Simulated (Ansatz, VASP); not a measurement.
## LiF in VASP and in Ansatz

INCAR

```
  PREC = Accurate
  ENCUT = 520
  EDIFF = 1E-7
  ISMEAR = -1
  SIGMA = 0.02
  LREAL = F
  LASPH = T
  NELM = 100
  ALGO = Normal
  ISIF = 2
  LWAVE = F
  LCHARG = F
  GGA = PE
  NBANDS = 12
```

File KPOINTS:

```
regular mesh
0
Gamma
  10 10 10
```

Contents of POSCAR:

```
LiF
1.0
    0.0000000000      2.1446105480      2.1446105480
    2.1947944348      0.0000000000      2.1446105480
    2.1947944348      2.1446105480      0.0000000000
Li F
1 1
Direct
    0.0000000000      0.0000000000      0.0000000000
    0.2500000000      0.2500000000      0.2500000000
```

Input for Ansatz:

```yaml
crystal:
  lattice:
    - [0.0, 2.144610548, 2.144610548]
    - [2.1947944348, 0.0, 2.144610548]
    - [2.1947944348, 2.144610548, 0.0]
  atoms:
    - { symbol: Li, position: [0.0, 0.0, 0.0] }
    - { symbol: F, position: [0.25, 0.25, 0.25] }
kpoints:
  mp_grid: { grid: [10, 10, 10] }
  band_path:
    path:
      - [0.0, 0.0, 0.0]
      - [-0.5, -0.5, 0.0]
      - [-0.375, -0.375, 0.25]
      - [-0.375, 0.0, 0.375]
      - [0.0, 0.0, 0.5]
      - [-0.5, -0.25, 0.25]
      - [-0.005208, -0.005208, -0.005208]
    npoints: 1
hamiltonian:
  xc: pbe
scf:
  occupations: { method: fermi_dirac, width: 0.02 }
  n_extra_bands: 4
output:
  forces: true
  stress: true
  eigenvalues: true
  write_density: true
  write_potential: true
  elf: true
  volumetric_format: npy
```

Change from the starting cell: uniaxial_x strain +2.3%.

Alike in both runs: task single point; functional PBE; k mesh 10 × 10 × 10; occupations fermi-dirac, width 0.02 eV; no spin polarisation.

|  | VASP | Ansatz |
| --- | --- | --- |
| version | VASP 6.6.1 | Ansatz 0.2.0 |
| potentials or method | VASP PAW PBE potentials, release 64 (Li_sv, F) | plane waves, PAW |
| plane-wave cutoff (eV) | 520 | 420 |
| valence electrons in the cell | 10 | 10 |

```tsv
	VASP	Ansatz	Ansatz less VASP
gap on the k mesh at the Fermi level (eV)	7.78	7.79	+0.012
```

 A k mesh can miss the band edges.
